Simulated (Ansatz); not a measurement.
AlCo: an elastic constant from a strain scan

Theory: DFT PBEsol, scalar-relativistic, plane waves, PAW (Ansatz). The runs took a 420 eV cutoff, a Γ-centred 22×22×22 mesh and Gaussian smearing (0.15 eV). No spin polarisation. A magnetic state may lie lower. Energies are free energies at this smearing, counted from the undisturbed cell; pressure is positive in compression.

Zero of the scan (relaxed at this level; it needn't be the usual structure):

```yaml
crystal:
  lattice:
    - [2.82259, 0.00000, 0.00000]
    - [0.00000, 2.82259, 0.00000]
    - [0.00000, 0.00000, 2.82259]
  atoms:
    - { symbol: Al, position: [0.00000, 0.00000, 0.00000] }
    - { symbol: Co, position: [0.50000, 0.50000, 0.50000] }
```

The cell is strained by ε times the Voigt pattern (1, 0, 0, 0, 0, 0) (xx, yy, zz, yz, xz, xy; engineering shear) with fractional coordinates fixed. The cell holds 2 atoms in V0 = 22.49 Å³. The stress column is τ = (1/V0) dE/dε, got from the stress tensor σ (compression positive) at each point as −det(1 + εP) σ : P(1 + εP)⁻¹, with P the pattern as a tensor.

```csv
ε,ΔE (meV/atom),τ (GPa)
-0.1000,152.758,-50.272
-0.0750,79.541,-33.727
-0.0500,32.709,-20.107
-0.0250,7.554,-8.953
0.0000,0.000,-0.038
0.0250,6.083,6.639
0.0500,22.435,11.818
0.0750,47.031,16.092
0.0875,61.982,17.963
0.1000,?,?
```

Problem. Which combination of elastic constants does this scan measure, and how large is it?

Solution. For small ε, τ = τ0 + Kε with K = pᵀCp, which for this pattern is C11 in the cubic axes. The parabola through τ at ε = -0.0250, 0 and 0.0250 has slope K = 312 GPa at zero. The energies per cell, E = NΔE, of the same two points give K = 2[E(ε₊)/ε₊ − E(ε₋)/ε₋]/[(ε₊ − ε₋)V0] = 311 GPa, in agreement.

Problem. Predict the withheld row at ε = 0.1000 from the harmonic law, and compare.

Solution. ΔE = V0(τ0 ε + Kε²/2)/N = 109.154 meV/atom and τ = 31.15 GPa. The calculation gives 78.503 meV/atom and 19.68 GPa: the energy lies 28 % below the harmonic value, as bonds soften when stretched.

In a metal these slopes depend on the k mesh and the smearing.

Cost: 10 runs of about 1.3 core-minutes in all, on Intel Xeon 6975P-C (Granite Rapids) (shared hosts).